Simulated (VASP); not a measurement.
A run of VASP 6.6.1 is set up as follows.

INCAR

```
SYSTEM = Be
ALGO = Fast
EDIFF = 1E-7
EDIFFG = -0.01
ENCUT = 600
GGA = PS
IBRION = 2
ISIF = 3
ISMEAR = 0
LASPH = .TRUE.
LCHARG = .FALSE.
LREAL = .FALSE.
LWAVE = .FALSE.
NELM = 60
NSW = 100
PREC = Accurate
SIGMA = 0.1
```

The input KPOINTS:

```
k-points
0
G
  30 30 30
  0 0 0
```

Contents of POSCAR:

```
Be
1.0
   -1.2456424455      1.2456424455      1.2456424455
    1.2456424455     -1.2456424455      1.2456424455
    1.2456424455      1.2456424455     -1.2456424455
Be
1
Direct
    0.0000000000      0.0000000000      0.0000000000
```

Potentials or basis: VASP PAW PBE potentials, release 64 (Be).

Run with:

```console
$ cat potpaw_PBE.64/Be/POTCAR > POTCAR
$ mpirun -np 1 vasp_std > vasp.out
```

Problem. What does it give for the relaxed cell?

Solution. a = 2.160 Å, b = 2.160 Å, c = 2.160 Å, α = 109.47°, β = 109.47°, γ = 109.47°.

Problem. What does it give for the space group after relaxing (to 0.05 Å)?

Solution. Im-3m (No. 229).

Problem. Estimate the band gap on the k mesh.

Solution. None (metal or under the smearing width).

Problem. Estimate the relaxed volume.

Solution. 7.76 Å³/atom.

Final structure:
```yaml
crystal:
  lattice:
    - [-1.24733, 1.24733, 1.24733]
    - [1.24733, -1.24733, 1.24733]
    - [1.24733, 1.24733, -1.24733]
  atoms:
    - { symbol: Be, position: [0.00000, 0.00000, 0.00000] }
```

Caveat: the PAW data sets were made with another functional, which shifts forces and pressure a little.
